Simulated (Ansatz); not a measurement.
Equation of state of selenium, omega (AlB2-type)

All numbers below come from DFT, RPBE, plane waves (420 eV) with PAW, scalar-relativistic (Ansatz 0.2.0). The PAW files were generated under PBE, with cores re-solved for the functional.

The cell is scaled uniformly from the relaxed one, with fractional coordinates and shape fixed. Energies are extrapolated to zero smearing, pressures are those at the given smearing. Magnetic state: spin not included.

```json
{"V (Å³/atom)": "19.474", "E − E₀ (meV/atom)": "71.5", "P (GPa)": "10.03"}
{"V (Å³/atom)": "20.359", "E − E₀ (meV/atom)": "28.5", "P (GPa)": "5.88"}
{"V (Å³/atom)": "21.245", "E − E₀ (meV/atom)": "6.1", "P (GPa)": "2.58"}
{"V (Å³/atom)": "22.130", "E − E₀ (meV/atom)": "0.0", "P (GPa)": "-0.04"}
{"V (Å³/atom)": "23.015", "E − E₀ (meV/atom)": "7.0", "P (GPa)": "-2.12"}
{"V (Å³/atom)": "23.900", "E − E₀ (meV/atom)": "24.2", "P (GPa)": "-3.76"}
{"V (Å³/atom)": "24.785", "E − E₀ (meV/atom)": "49.5", "P (GPa)": "-5.05"}
```

Task: Fit a third-order Birch-Murnaghan equation.

Result: V₀ = 22.07 Å³/atom, B₀ = 59 GPa, B₀′ = 4.8.
